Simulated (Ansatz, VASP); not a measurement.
Two plane-wave programs on AlN

```
CELL_PARAMETERS angstrom
0.00000 2.03491 2.03491
2.03491 0.00000 2.03491
2.03491 2.03491 0.00000
ATOMIC_POSITIONS crystal
Al 0.50000 0.50000 0.50000
N 0.00000 0.00000 0.00000
```

Measurements of this composition are mostly on another form, of space group No. 186.

Alike in both runs: task single point; functional PBE; k mesh 10 × 10 × 10; occupations gaussian, width 0.05 eV; no spin polarisation.

|  | VASP | Ansatz |
| --- | --- | --- |
| version | VASP 6.6.1 | Ansatz 0.2.0 |
| potentials or method | VASP PAW PBE potentials, release 64 (Al, N) | scalar-relativistic, plane waves, PAW |
| plane-wave cutoff (eV) | 520 | 520 |
| valence electrons in the cell | 8 | 8 |

Ansatz gave:

- gap on the k mesh at the Fermi level (eV): 4.44
- least direct gap on the mesh (eV): 5.39
- pressure (GPa): 0.0

What did VASP give for the same quantities?

gap on the k mesh at the Fermi level (eV): 4.42; least direct gap on the mesh (eV): 5.40; pressure (GPa): -0.1.

The functional is the same, so the differences come from potentials, cutoffs and numerics.

A k mesh can miss the band edges. PBE gaps usually lie below the measured ones, often by a third to a half.
